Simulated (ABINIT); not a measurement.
Runs of ABINIT 10.8.3 (patched build) on HfO2. It takes space group P4_2/nmc (No. 137, tetragonal). Conventional cell: a = 3.558 Å, b = 3.558 Å, c = 5.172 Å, α = 90.00°, β = 90.00°, γ = 90.00°. Hf (site symmetry -4m2) is surrounded by 4 O at 2.05 Å. Around O (site symmetry 2mm) lie 2 Hf at 2.05 Å. Measurements of this composition are mostly on another form, of space group No. 14.

| level | potentials or basis | k mesh | cutoff (eV) | fine-grid cutoff | mesh quality | gap on the mesh (eV) | pressure (GPa) | largest force (eV/Å) |
| --- | --- | --- | --- | --- | --- | --- | --- | --- |
| PBEsol | JTH PAW PBE v2.0 | 5 × 5 × 3 | 626 | 1224.51 eV | not flagged | 4.64 | -0.8 | 0.10 |
| PBE | JTH PAW PBE v2.0 | 5 × 5 × 3 | 626 | 1224.51 eV | not flagged | 4.77 | 6.8 | 0.13 |
| PBEsol | JTH PAW PBE v2.0 | 6 × 6 × 4 | 626 | 1224.51 eV | not flagged | 4.64 | -0.8 | 0.10 |
| LDA | JTH PAW LDA v2.0 | 5 × 5 × 3 | 626 | 1224.51 eV | not flagged | 4.56 | -8.3 | 0.02 |
| PBE | JTH PAW PBE v2.0 | 6 × 6 × 4 | 626 | 1224.51 eV | not flagged | 4.77 | 6.8 | 0.13 |
| LDA | JTH PAW LDA v2.0 | 6 × 6 × 4 | 626 | 1224.51 eV | not flagged | (c) | -8.3 | 0.02 |
| r2SCAN | JTH PAW PBE v2.0 | 3 × 3 × 2 | 762 | 1360.57 eV | coarse | 5.30 | 0.5 | (a) |
| LDA | JTH PAW LDA v2.0 | 3 × 3 × 2 | 626 | 1224.51 eV | coarse | 4.54 | -8.1 | 0.02 |
| PBEsol | JTH PAW PBE v2.0 | 3 × 3 × 2 | 626 | 1224.51 eV | coarse | 4.63 | -0.6 | (b) |
| PBE | JTH PAW PBE v2.0 | 3 × 3 × 2 | 626 | 1224.51 eV | coarse | 4.76 | 7.0 | 0.13 |

Alike in all rows: task single point; no spin polarisation; cell as given; smearing fermi-dirac 0.05 eV.

Estimate the missing entries.

(a) 0.04; (b) 0.09; (c) 4.55.

Caveats: some runs use coarse meshes; spin-orbit coupling is left out, which moves the levels of the heavy elements; an odd mesh through Γ misses points on the zone boundary, where band edges often lie (some runs); the PAW data sets were made with another functional, which shifts forces and pressure a little (some runs).

A k mesh can miss the band edges, and the runs leave out spin-orbit coupling on Hf.
